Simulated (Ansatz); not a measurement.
Input for Ansatz (plane-wave DFT), VN:

```yaml
crystal:
  lattice:
    - [0.0, 2.062465, 2.062465]
    - [2.062465, 0.0, 2.062465]
    - [2.062465, 2.062465, 0.0]
  atoms:
    - { symbol: V, position: [0.0, 0.0, 0.0], spin: 0.3 }
    - { symbol: "N", position: [0.5, 0.5, 0.5] }
basis:
  ecutwfc: 650
kpoints:
  mp_grid: { grid: [6, 6, 6] }
hamiltonian:
  xc: pbe
scf:
  occupations: { method: gaussian, width: 0.26 }
  lower_state_search: "off"
output:
  forces: true
  stress: true
  eigenvalues: true
  populations: true
magnetization:
  spin_polarized: true
```

Command:

```bash
ansatz run input.yaml --threads 1 --pin off --max-ram 1331MiB --backend cpu --events-out ev --progress --plain --runs-dir out
```

From the log (HF is the Harris–Foulkes energy, dr2 the density residual in eV):

```text
Pseudopotential: V, paw, valence charge 13, recommended cutoff 420 eV (normal)
Pseudopotential: N, paw, valence charge 5, recommended cutoff 420 eV (normal)
Crystal: 2 atoms, lattice volume = 17.546 Å³
Basis set: ecut = 650 eV, 645 PW (Γ), exchange–correlation on 50×50×50 points (8 copies of the dense FFT grid, shifted against one another)
Bands: 14, of which v1, the nominal top of the filled ones, is band 9 counted from 1 (8 counted from 0)
Symmetry: 48 space group operations
Space group: Fm-3m (ITA 225), of the structure as read, at distance tolerance 2.6e-5 Å
k-points: 16 of 216
Initial density: superposition of atomic densities
Starting moments: Σ|m| = 0.3 μB on 1 of 2 sites
SCF iter   1: HF=-3298.503747 eV  Δρ=3.95e-2 (↑3.95e-2 ↓3.37e-2) dr2=1.01e0  dr2_m=6.50e-3  M=0.237 μB ∫|m|=0.237 μB
SCF iter   2: HF=-3298.356220 eV  Δρ=1.60e-2 (↑1.58e-2 ↓1.60e-2) dr2=1.19e-1  dr2_m=1.84e-3  M=0.248 μB ∫|m|=0.252 μB
SCF iter   3: HF=-3298.353400 eV  Δρ=1.03e-2 (↑9.57e-3 ↓1.03e-2) dr2=2.67e-2  dr2_m=8.59e-4  M=0.248 μB ∫|m|=0.256 μB
SCF iter   4: HF=-3298.360083 eV  Δρ=3.06e-3 (↑3.06e-3 ↓2.07e-3) dr2=1.05e-3  dr2_m=4.93e-4  M=0.248 μB ∫|m|=0.256 μB
   ...
SCF iter  19: F=-3298.360953 eV  HF=-3298.360953 eV  Δρ=5.27e-6 (↑2.70e-6 ↓5.27e-6) dr2=2.67e-9  dr2_m=1.94e-9  M=0.332 μB ∫|m|=0.342 μB
SCF iter  20: F=-3298.360953 eV  HF=-3298.360953 eV  Δρ=1.56e-6 (↑1.56e-6 ↓1.38e-6) dr2=1.86e-10  dr2_m=3.04e-10  M=0.332 μB ∫|m|=0.342 μB
SCF iter  21: F=-3298.360953 eV  HF=-3298.360953 eV  Δρ=1.89e-7 (↑1.34e-7 ↓1.89e-7) dr2=6.88e-13  dr2_m=4.13e-12  M=0.332 μB ∫|m|=0.342 μB
SCF 1 converged in 21 iterations: F = -3298.360953 eV  dr2 = 6.88e-13
SCF converged after 21 iterations
Magnetization: 0.3317 μB (9.1659 up, 8.8341 down)
Absolute magnetization: 0.3417 μB (∫|ρ↑−ρ↓|, with the PAW one-centre terms)
Per-site moments (μB) at R_I (Å): [(0.2710, 0.8507), (-0.0035, 0.8507)]
Free energy (F): -3298.360953 eV
E sigma→0 (E₀):  -3298.325289 eV
Entropy (-TS):   -0.071328 eV (-35.664 meV/atom)
Fermi energy:    18.440597 eV
--- Forces (eV/Å), atoms counted from 1 ---
  atom   1  V     -0.00000000     0.00000000    -0.00000000
  atom   2  N      0.00000000    -0.00000000    -0.00000000
--- Stress (GPa, compression-positive) ---
       -0.378512      -0.000000      -0.000000
       -0.000000      -0.378512       0.000000
       -0.000000      -0.000000      -0.378512
  P = ⅓ Tr σ = -0.3785 GPa (-3.785 kbar)
```

These settings were drawn at random to show what each does; none of the numbers is a converged property of the crystal.